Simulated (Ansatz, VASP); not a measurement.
**One calculation of C, two programs**

```
CELL_PARAMETERS angstrom
-1.23094 1.23094 1.87269
1.23094 -1.23094 1.87269
1.23094 1.23094 -1.87269
ATOMIC_POSITIONS crystal
C 0.00000 0.00000 0.00000
```

Alike in both runs: task relaxation of cell and atoms; functional PBE; k mesh 10 × 10 × 10; occupations gaussian, width 0.1 eV; no spin polarisation.

|  | VASP | Ansatz |
| --- | --- | --- |
| version | VASP 6.6.1 | Ansatz 0.2.0 |
| potentials or method | VASP PAW PBE potentials, release 64 (C) | scalar-relativistic, plane waves, PAW |
| plane-wave cutoff (eV) | 600 | 420 |
| valence electrons in the cell | 4 | 4 |

```csv
,VASP,Ansatz,Ansatz less VASP
"gap on the k mesh at the Fermi level, each at its own relaxed structure (eV)",none,none,-
relaxed volume (Å³/atom),7.48,9.73,+2.251
relaxed cell length with the largest relative difference (Å),3.094,3.902,+0.8087
energy change over the relaxation (meV/atom),-2432,-2546,-113.1
```

A gap of «none» marks a metal or a gap that the smearing closes. One of these differences is far larger than is usual between the two programs; its cause wasn't traced.

Caveats: the k mesh is coarse (spacing up to 0.36 Å⁻¹), so the values aren't converged; the volume moved by over 15 % at a fixed basis, so the end points are rough (VASP).
